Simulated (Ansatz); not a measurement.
## SrVO₃: settings compared (Ansatz)

The input file (Ansatz 0.2.0, plane waves):

```yaml
crystal:
  lattice:
    - [3.91541152, 0.0, 0.0]
    - [0.0, 3.91541152, 0.0]
    - [0.0, 0.0, 3.91541152]
  atoms:
    - { symbol: V, position: [0.0, 0.0, 0.0], spin: 0.9 }
    - { symbol: O, position: [0.5, 0.0, 0.0] }
    - { symbol: O, position: [0.0, 0.5, 0.0] }
    - { symbol: O, position: [0.0, 0.0, 0.5] }
    - { symbol: Sr, position: [0.5, 0.5, 0.5] }
kpoints:
  mp_grid: { grid: [5, 5, 5], shift: [0, 0, 0] }
magnetization:
  spin_polarized: true
scf:
  occupations: { method: fermi_dirac, width: 0.0153 }
hamiltonian:
  pseudopotentials: { kind: paw }
  xc: pbe
  hubbard:
    sites: [{ species: V, l: d, u_eff: 4.35 }]
    projectors: all-electron-ortho-atomic
basis:
  ecutwfc: 420
output:
  forces: true
  stress: true
  eigenvalues: true
  write_density: true
  write_potential: true
  elf: true
  volumetric_format: npy
```

Launch command:

```bash
ansatz run input.yaml --threads 1 --pin off --max-ram 2560MiB --backend cpu --events-out ev --progress --plain --runs-dir out
```

Origin of the cell: a known structure type with other elements, at an estimated volume, so it need not be a known compound.

Output of this run (shortened):

```
V: projections on atomic orbitals take those of the free atom [Ne] 3s2 3p6 3d3 4s2, of charge +0.00 (hamiltonian.pseudopotentials.projection_atoms); the dataset's partial waves leave at most […]
O: projections on atomic orbitals take those of the free atom [He] 2s2 2p4, of charge +0.00 (hamiltonian.pseudopotentials.projection_atoms); the dataset's partial waves leave at most 1.9e-8 o […]
Sr: projections on atomic orbitals take those of the free atom [Ar 3d10] 4s2 4p6 5s2, of charge +0.00 (hamiltonian.pseudopotentials.projection_atoms); the dataset's partial waves leave at mos […]
Pseudopotentials: kind: paw
Pseudopotential: V, paw, valence charge 13, recommended cutoff 420 eV (normal), V.paw.azcp
Pseudopotential: O, paw, valence charge 6, recommended cutoff 420 eV (normal), O.paw.azcp
Pseudopotential: Sr, paw, valence charge 10, recommended cutoff 420 eV (normal), Sr.paw.azcp
Functional definition: PBE
  exchange = pbe_x(kappa = kappa, mu = beta*pi^2/3)
  correlation = pbe_c(beta = beta)
Crystal: 5 atoms, lattice volume = 60.025 Å³
Basis set: ecut = 420 eV, 1189 PW (Γ), exchange–correlation on 54×54×54 points (8 copies of the dense FFT grid, shifted against one another)
[… 12 lines left out …]
Initial density: superposition of atomic densities (chi_scale 0.1, normalization cell, long waves kept (reshape's long-wave potential 0.00 eV rms))
Starting moments: Σ|m| = 0.9 μB on 1 of 5 sites
Functional: x = pbe(κ = 0.804, μ = 0.219515), c = pbe(β = 0.066725)
SCF iter   1: F=—  HF=-8160.836700 eV  Δρ=3.17e-2  dr2=1.93e0  dr2_m=6.23e-2  M=1.000 μB ∫|m|=1.223 μB
SCF iter   2: F=—  HF=-8160.753321 eV  Δρ=1.82e-2  dr2=7.39e-1  dr2_m=1.17e-2  M=1.000 μB ∫|m|=1.399 μB  defer=24
SCF iter   3: F=—  HF=-8160.722951 eV  Δρ=9.43e-3  dr2=1.68e-1  dr2_m=4.57e-3  M=1.000 μB ∫|m|=1.513 μB  defer=24
SCF iter   4: F=—  HF=-8160.766914 eV  Δρ=4.55e-3  dr2=2.89e-2  dr2_m=1.49e-3  M=1.000 μB ∫|m|=1.582 μB  defer=23
SCF iter   5: F=—  HF=-8160.808930 eV  Δρ=2.56e-3  dr2=5.93e-3  dr2_m=7.28e-4  M=1.000 μB ∫|m|=1.633 μB  defer=23
[… 3 lines left out …]
SCF iter   9: F=—  HF=-8160.869762 eV  Δρ=1.45e-3  dr2=1.02e-3  dr2_m=3.88e-4  M=1.000 μB ∫|m|=1.798 μB  defer=23
SCF iter  10: F=—  HF=-8160.869785 eV  Δρ=5.02e-4  dr2=8.45e-5  dr2_m=8.28e-5  M=1.000 μB ∫|m|=1.804 μB  defer=23
SCF iter  11: F=—  HF=-8160.869810 eV  Δρ=1.37e-4  dr2=3.95e-6  dr2_m=7.58e-6  M=1.000 μB ∫|m|=1.809 μB  defer=23
SCF iter  12: F=—  HF=-8160.869814 eV  Δρ=4.75e-5  dr2=1.01e-6  dr2_m=5.13e-7  M=1.000 μB ∫|m|=1.812 μB  defer=23
SCF iter  13: F=-8160.869814 eV  HF=-8160.869814 eV  Δρ=5.00e-6  dr2=1.50e-8  dr2_m=4.00e-9  M=1.000 μB ∫|m|=1.812 μB
an SCF along what the orbitals of the run's state read of its open shells (or to have them read: on a GPU, or by another smearing), with 44 of the crystal's symmetry operations given up (39 k […]
SCF converged after 3 iterations
Magnetization: 1.0000 μB (21.0000 up, 20.0000 down)
Absolute magnetization: 1.2004 μB (∫|ρ↑−ρ↓|, with the PAW one-centre terms)
Spin contamination: 0.0196 ħ² per cell (⟨S²⟩ above its minimum at these occupations)
Per-site moments (μB) at R_I (Å): [(0.858466, 0.807554), (-0.026484, 0.807554), (-0.026484, 0.807554), (-0.026484, 0.807554), (0.001444, 1.142053)]
Free energy (F): -8161.061572 eV
Harris-Foulkes:  -8161.061572 eV  (|F-HF|=1.73e-10)
Internal energy: -8161.061472 eV  (E = F + TS)
E sigma→0 (E₀):  -8161.061522 eV
Entropy (-TS):   -0.000100 eV (-0.020 meV/atom)
Fermi energy:    10.559909 eV
--- Per-component energies (eV) ---
  E_band       = -257.623911
  E_kinetic    = 1105.641665
  E_local      = -2713.531970  (includes V_loc(G=0)·N_el)
  E_nonlocal   = 294.439975
  E_hartree    = 1002.980162
  E_xc         = -527.103274
  E_vxc        = -612.463266  (∫ρ·V_xc dr)
  E_hubbard    = 3.512950  (on-site DFT+U / exact-exchange correction)
  E_vhub       = 0.176194  (the Hubbard potential's part of the band-sum identity)
  E_paw        = -4277.117784  (= ΣΔE_a)
  E_vpaw       = -337.853583  (= ΣTr[D̂ρ^β])
  E_aug_tail   = 0.007508  (compensation charges beyond the density's cutoff)
  E_ewald      = -3049.890705
  E_smearing   = -0.000100  (= −TS)
[… 3 lines left out …]
  atom   2  O      0.000000     0.000000    -0.000000
  atom   3  O     -0.000000    -0.000000     0.000000
  atom   4  O     -0.000000     0.000000     0.000000
  atom   5  Sr    -0.000000     0.000000    -0.000000
  max |Σ_I F_I| component: 0.0 eV/Å
--- Stress (GPa, compression-positive) ---
       -2.133637      -1.431080       1.431080
       -1.431080      -2.133637       1.431080
        1.431080       1.431080      -2.133637
  P = ⅓ Tr σ = -2.1336 GPa (-21.336 kbar)
Occupation matrices written to <dir>
```

The same input was run again with these changes:

1. `scf.eigensolver.kind` default → davidson; `hamiltonian.hubbard` { sites: [{ species: V, l: d, u_eff: 4.35 }], projectors: all-electron-ortho-atomic } → { sites: [{ species: V, l: d, u_eff: 6.0 }], double_counting: fll }
2. `hamiltonian.xc` pbe → revpbe
3. `kpoints.mp_grid.grid` [5, 5, 5] → [1, 1, 1]; `scf.max_iter` default → 60

```json
{"run": "base", "end": "converged", "SCF iterations": "35", "P (GPa)": "-2.13", "max force component (eV/Å)": "0.000", "moment (μB)": "1.00", "ΔE(σ→0) (meV/atom)": "0"}
{"run": "1", "end": "converged", "SCF iterations": "39", "P (GPa)": "-1.47", "max force component (eV/Å)": "0.000", "moment (μB)": "1.00", "ΔE(σ→0) (meV/atom)": "–"}
{"run": "2", "end": "converged", "SCF iterations": "35", "P (GPa)": "1.28", "max force component (eV/Å)": "0.000", "moment (μB)": "1.00", "ΔE(σ→0) (meV/atom)": "–"}
{"run": "3", "end": "converged", "SCF iterations": "18", "P (GPa)": "47.10", "max force component (eV/Å)": "0.000", "moment (μB)": "5.00", "ΔE(σ→0) (meV/atom)": "2481.96"}
```

Energies are compared only where functional, datasets, charge and starting cell are the same.

Not properties of the system: run 3 (one k-point for a small cell).

Caveats of the base run: one start, so the magnetic state may not be the lowest.

Run 2: forces of this functional can be a tenth off on datasets made under PBE.
Run 3: the k mesh is coarse if the cell is a metal.

Time of the base run: 55 s of wall time on 1 CPU thread(s) of a shared host, from the program's own first density.
